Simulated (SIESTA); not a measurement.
Crystal: Fe.

```
Fe
1.0
    -1.44300    1.44300    1.44300
     1.44300   -1.44300    1.44300
     1.44300    1.44300   -1.44300
Fe
1
Direct
  0.00000 0.00000 0.00000
```

Base run:

* Program: SIESTA 5.4.2
* Functional: LDA
* Potentials or basis: PseudoDojo 0.4 standard (LDA files)
* Basis: DZP (energy shift 0.003 Ry; two zetas on semicore shells)
* Grid cutoff: 800 Ry
* Energy shift: 0.003 Ry
* k mesh: 13 × 13 × 13
* Occupations: fermi-dirac, width 0.05 eV
* Spin: collinear spin, ferromagnetic start
* Starting moments: [3.0] μB

Its results: band gap on the k mesh none (metal or under the smearing width); pressure -25.7 GPa; net moment 2.27 μB per cell; site moments Fe +2.27 μB.

Problem. The run is repeated on the same cell with these changes: functional from LDA to PBE; potentials or basis from PseudoDojo 0.4 standard (LDA files) to PseudoDojo 0.4 standard (PBE files). What comes out?

Solution. Band gap on the k mesh none (metal or under the smearing width); pressure -6.8 GPa; net moment 2.44 μB per cell; site moments Fe +2.44 μB.

Caveats: short orbitals over semicore shells can move pressures by several GPa; the basis of atomic orbitals isn't converged, which shifts pressures, moduli and gaps.

Not every run made on this cell is shown here.
